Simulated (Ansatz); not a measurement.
# Bi under changes of volume

One of the cells (33.614 Å³/atom); the others are scaled copies at fixed shape and fractional positions:

```
Bi
1.0
     3.23838    0.00000    0.00000
     0.00000    3.22164    0.00000
    -0.08045    0.00000    6.44389
Bi
2
Direct
  0.54425 0.00000 0.74958
  0.45575 0.00000 0.25042
```

This isn't the form of Bi at room conditions, which is rhombohedral.

```yaml
Program: Ansatz 0.2.0
Functional: PBEsol
Potentials_or_basis: Ansatz PAW
Cutoff: "420 eV (not typed: the program's choice for these potentials)"
k_mesh: 8 × 8 × 4
Occupations: fermi-dirac, width 0.05 eV
Spin: no spin polarisation
```

| volume (Å³/atom) | energy over the lowest point (meV/atom) | pressure (GPa) | largest force (eV/Å) |
| --- | --- | --- | --- |
| 31.597 | 16.21 | 3.3 | 0.024 |
| 32.270 | 5.53 | 1.9 | 0.018 |
| 32.942 | 0.32 | 0.6 | 0.014 |
| 33.614 | 0.00 | -0.5 | 0.013 |
| 34.286 | ? | ? | ? |
| 34.959 | 11.92 | -2.3 | 0.019 |
| 35.631 | 23.28 | -3.1 | 0.023 |

Q: What does the run at 34.286 Å³/atom give?

A: Energy over the lowest point 4.02 meV/atom; pressure -1.4 GPa; largest force 0.015 eV/Å.

Worked out: A Birch-Murnaghan fit of order 3 (a polynomial in V^(-2/3)) to the other rows has its minimum at 33.32 Å³/atom with B0 = V·E''(V) = 54 GPa and B' = 4.7 at fixed shape and positions, which overstates the stiffness. It gives 4.01 meV/atom at 34.286 Å³/atom, against the run's 4.02, and -dE/dV = -1.4 GPa, against -1.4.

Energies are extrapolated to zero smearing.

Caveats: the PAW data sets come from PBE, with cores solved anew for the run's functional, which leaves a small shift of forces and pressure.
